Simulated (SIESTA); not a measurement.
**Ti in SIESTA: the effect of functional**

The system is Ti.

```
Ti
1.0
     2.95000    0.00000    0.00000
    -1.47500    2.55477    0.00000
     0.00000    0.00000    4.68000
Ti
2
Direct
  0.66667 0.33333 0.75000
  0.33333 0.66667 0.25000
```

Alike in all runs:

- Program: SIESTA 5.4.2
- Task: band structure
- Potentials or basis: PseudoDojo 0.4 standard (PBE files)
- Basis: DZP (energy shift 0.003 Ry; two zetas on semicore shells)
- Grid cutoff: 800 Ry
- Energy shift: 0.003 Ry
- k mesh: 10 × 10 × 6
- Occupations: fermi-dirac, width 0.05 eV
- Spin: no spin polarisation

Question: One run gave: pressure -5.8 GPa. Which functional did it use?
A. optB88-vdW
B. VV10
C. vdW-DF2
D. vdW-DF-cx
E. vdW-DF-C09

Answer: E.

```tsv
functional	pressure (GPa)
PBE	-1.3
vdW-DF	1.4
vdW-DF2	2.4
optB88-vdW	-3.2
vdW-DF-C09	-5.8
vdW-DF-cx	-5.1
VV10	-1.4
```

Caveats: the basis of atomic orbitals isn't converged, which shifts pressures, moduli and gaps; the potentials were made for another functional, which shifts forces and pressure (some runs); the non-local part is tabulated coarsely and may be off by about a percent (some runs).
